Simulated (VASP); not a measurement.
VASP 6.6.1 run: RbBr

INCAR

```
NSW = 0
ISMEAR = -1
LASPH = .TRUE.
LWAVE = .FALSE.
LCHARG = .FALSE.
ISIF = 2
NELM = 87
GGA = PE
MAGMOM = 1 1
IVDW = 11
EDIFF = 1E-7
LREAL = .FALSE.
NBANDS = 15
ISPIN = 2
IBRION = -1
SIGMA = 0.02
ENCUT = 520
PREC = Accurate
```

KPOINTS

```
KPOINTS created by Atomic Simulation Environment
0
Gamma
6 6 6
0 0 0
```

POSCAR

```
Rb Br
 1.0000000000000000
     0.0000000000000000    3.8694968645999999    3.8114544117000002
     3.8694968645999999    0.0000000000000000    3.8114544117000002
     3.8694968645999999    3.8694968645999999    0.0000000000000000
 Rb  Br
   1   1
Cartesian
  0.0000000000000000  0.0000000000000000  0.0000000000000000
  1.9347484322999999  1.9347484322999999  1.9057272058500001
```

The recommended PBE PAW datasets give the neutral cell 16 valence electrons.

Command

```
mpirun -np 1 vasp_std
```

OSZICAR

```
N       E                     dE             d eps       ncg     rms          rms(c)
DAV:   1     0.933877215293E+02    0.93388E+02   -0.62256E+03  1800   0.866E+02
DAV:   2     0.262450115524E+01   -0.90763E+02   -0.82834E+02  2456   0.159E+02
DAV:   3    -0.569790743717E+01   -0.83224E+01   -0.82849E+01  2416   0.508E+01
DAV:   4    -0.594957227390E+01   -0.25166E+00   -0.25161E+00  2753   0.841E+00
DAV:   5    -0.595129060298E+01   -0.17183E-02   -0.17183E-02  2494   0.733E-01    0.524E+00
DAV:   6    -0.589304995091E+01    0.58241E-01   -0.63092E-01  2101   0.382E+00    0.219E+00
DAV:   7    -0.588440900148E+01    0.86409E-02   -0.21380E-01  1814   0.231E+00    0.145E+00
DAV:   8    -0.590687035233E+01   -0.22461E-01   -0.39705E-02  2262   0.110E+00    0.776E-01
DAV:   9    -0.591589195933E+01   -0.90216E-02   -0.73655E-03  1870   0.596E-01    0.341E-01
DAV:  10    -0.592256626407E+01   -0.66743E-02   -0.39100E-03  1884   0.466E-01    0.141E-01
DAV:  11    -0.592380603745E+01   -0.12398E-02   -0.51165E-04  2066   0.174E-01    0.101E-01
DAV:  12    -0.592451873548E+01   -0.71270E-03   -0.29420E-04  1814   0.118E-01    0.387E-02
DAV:  13    -0.592468525958E+01   -0.16652E-03   -0.13373E-04  1828   0.828E-02    0.812E-03
DAV:  14    -0.592469186032E+01   -0.66007E-05   -0.14963E-05  2003   0.291E-02    0.498E-03
DAV:  15    -0.592469813040E+01   -0.62701E-05   -0.19848E-05  1800   0.308E-02    0.203E-03
DAV:  16    -0.592469491984E+01    0.32106E-05   -0.12564E-05  1800   0.232E-02    0.715E-04
DAV:  17    -0.592469472728E+01    0.19256E-06   -0.35388E-06  1814   0.124E-02    0.328E-04
DAV:  18    -0.592469453649E+01    0.19078E-06   -0.22356E-06  1828   0.988E-03    0.183E-04
DAV:  19    -0.592469427473E+01    0.26177E-06   -0.67176E-07  1812   0.535E-03    0.477E-05
DAV:  20    -0.592469425592E+01    0.18807E-07   -0.52654E-08  1768   0.146E-03
   1 F= -.62169598E+01 E0= -.62169598E+01  d E =-.346051E-10  mag=     0.0000
```

It converged. Results: pressure 0.1 GPa; magnetic moment of the cell 0.00 μB.

For comparison, a separate PBE run of the intended cell, on usual settings and not on those above, gives a gap of 4.09 eV on its mesh and a pressure of 0.3 GPa.

The run above took about 1.7 min on one core of a shared host (Intel Xeon Platinum 8488C) and held 0.36 GiB at most.
